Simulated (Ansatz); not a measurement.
## CsBr (Pm-3m)

The calculation used DFT PBE, scalar-relativistic, plane waves, PAW in Ansatz.

Cutoff 420 eV; k points 6×6×6 on the computed 2-atom cell (Γ-centred); Gaussian smearing, width 0.02 eV; no spin polarisation.

The structure is relaxed at this level of theory with its symmetry kept.

It takes space group Pm-3m (No. 221, cubic). Conventional cell: a = 4.389 Å, b = 4.389 Å, c = 4.389 Å, α = 90.00°, β = 90.00°, γ = 90.00°. Cs (site symmetry m-3m) has 8 Br at 3.80 Å as nearest neighbours. Br (site symmetry m-3m) is surrounded by 8 Cs at 3.80 Å.

| Item | Value |
| --- | --- |
| Volume per atom | 42.28 Å³ |
| Formation energy from the elements' standard states (Br, Hg as crystals; uncorrected) | -1.769 eV/atom |
| Kohn–Sham band gap | 4.26 eV, indirect from M to Γ |
| Löwdin character of the top 1 eV of the valence band | Br 4p 95 % |
| Electron masses at the edge by Cartesian direction of the standard setting (m_e; degenerate bands sorted by energy; no spin-orbit coupling) | x: 0.32; y: 0.32; z: 0.32 |
| Hole masses at the edge by Cartesian direction of the standard setting (m_e; degenerate bands sorted by energy; no spin-orbit coupling) | x: 0.60; y: 4.3; z: 4.3 |
| Bulk modulus | 12.2 GPa |
| Its pressure derivative | 5.1 |
| Electronic dielectric constant xx, yy, zz of the standard setting (independent particles) | 3.2, 3.2, 3.2 |
| Bader charges (e) | Cs (1 in the cell) 0.82, Br (1 in the cell) -0.82 |

Spin-orbit coupling is left out, which matters for the bands of heavy elements.